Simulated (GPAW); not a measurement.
Crystal: Sn.

```
Sn
1.0
     0.00000    3.23334    3.23334
     3.23334    0.00000    3.23334
     3.23334    3.23334    0.00000
Sn
2
Direct
  0.75000 0.75000 0.75000
  0.50000 0.50000 0.50000
```

This isn't the form of Sn at room conditions, which is tetragonal (white tin).

* Program: GPAW 26.7.0
* Task: relaxation of cell and atoms
* Functional: revPBE
* Potentials or basis: the program's PAW data sets (release 1.2.1) made for this functional
* Cutoff: 600 eV
* Basis: pw
* k mesh: 7 × 7 × 7
* Occupations: fermi-dirac, width 0.05 eV
* Spin: no spin polarisation

At the start: pressure 4.6 GPa; volume 33.80 Å³/atom.

Q: How do energy, volume and symmetry change on relaxing?

A: Over 5 steps the energy falls by 48.2 meV/atom and the volume is 37.57 Å³/atom (+11.1 %); space group Fd-3m (No. 227, to 0.05 Å).

The path:
```tsv
step	energy change (eV)	largest force (eV/Å)	pressure (GPa)	volume (Å³)
1	0.0000	0.0000	4.56	67.61
2	-0.0353	0.0000	3.48	69.01
3	-0.0954	0.0000	0.40	74.26
4	-0.0964	0.0000	0.05	75.03
5	-0.0964	0.0000	0.00	75.14
```

Final structure:
```cif
data_structure
_symmetry_space_group_name_H-M 'P 1'
_symmetry_Int_Tables_number 1
_cell_length_a 4.7365
_cell_length_b 4.7365
_cell_length_c 4.7365
_cell_angle_alpha 60.000
_cell_angle_beta 60.000
_cell_angle_gamma 60.000
_cell_volume 75.14
loop_
_atom_site_label
_atom_site_type_symbol
_atom_site_fract_x
_atom_site_fract_y
_atom_site_fract_z
_atom_site_occupancy
Sn1 Sn 0.75000 0.75000 0.75000 1
Sn2 Sn 0.50000 0.50000 0.50000 1
```

Caveat: later steps reuse the first step's grids; the volume moved by +11 % from the deposited cell, more than functionals usually miss.
